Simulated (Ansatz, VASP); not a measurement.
# SrO in VASP and in Ansatz

INCAR

```
PREC = Accurate
ENCUT = 520
EDIFF = 1E-6
ISMEAR = 0
SIGMA = 0.05
LREAL = F
LASPH = T
NELM = 100
ALGO = Fast
ISIF = 2
LWAVE = F
LCHARG = F
GGA = PS
NBANDS = 24
```

The input KPOINTS:

```
Automatic mesh
0
Gamma
  9 9 4
```

Contents of POSCAR:

```
SrO
1.0
    3.5532880902      0.0000000000      0.0000000000
   -1.7766440451      3.0772377531      0.0000000000
    0.0000000000      0.0000000000      6.2173039800
Sr O
2 2
Direct
    0.4064508556      0.8129017112      0.1776213611
    0.6666666667      0.3333333333      0.7500000000
    0.0000000000      0.0000000000      0.0000000000
    0.0000000000      0.0000000000      0.5000000000
```

Input for Ansatz:

```yaml
crystal:
  lattice:
    - [3.5532880902, 0.0, 0.0]
    - [-1.7766440451, 3.0772377531, 0.0]
    - [0.0, 0.0, 6.21730398]
  atoms:
    - { symbol: Sr, position: [0.4064508556, 0.8129017112, 0.1776213611] }
    - { symbol: Sr, position: [0.6666666667, 0.3333333333, 0.75] }
    - { symbol: O, position: [0.0, 0.0, 0.0] }
    - { symbol: O, position: [0.0, 0.0, 0.5] }
basis:
  ecutwfc: 420
kpoints:
  mp_grid: { grid: [9, 9, 4] }
hamiltonian:
  xc: pbesol
scf:
  occupations: { method: gaussian, width: 0.05 }
output:
  forces: true
  stress: true
  eigenvalues: true
```

Alike in both runs: task single point; functional PBEsol; k mesh 9 × 9 × 4; occupations gaussian, width 0.05 eV; no spin polarisation.

```csv
,VASP,Ansatz
version,VASP 6.6.1,Ansatz 0.2.0
potentials or method,"VASP PAW PBE potentials, release 64 (Sr_sv, O)","scalar-relativistic, plane waves, PAW"
plane-wave cutoff (eV),520,420
valence electrons in the cell,32,32
```

Ansatz gave:

| Item | Value |
| --- | --- |
| gap on the k mesh at the Fermi level (eV) | 2.28 |
| least direct gap on the mesh (eV) | 2.28 |
| pressure (GPa) | 5.3 |
| largest component of the traceless stress (GPa) | 6.08 |
| rms of the force components (eV/Å) | 1.978 |

Task: Which values does VASP return?

Result: gap on the k mesh at the Fermi level (eV): 2.29; least direct gap on the mesh (eV): 2.29; pressure (GPa): 6.2; largest component of the traceless stress (GPa): 6.54; rms of the force components (eV/Å): 2.035.

Atom by atom the forces differ by 0.065 eV/Å (rms over components). The functional is the same, so the differences come from potentials, cutoffs and numerics.

Caveats: the PAW data sets were made with another functional, which shifts forces and pressure a little (VASP); an odd mesh through Γ misses points on the zone boundary, where band edges often lie.
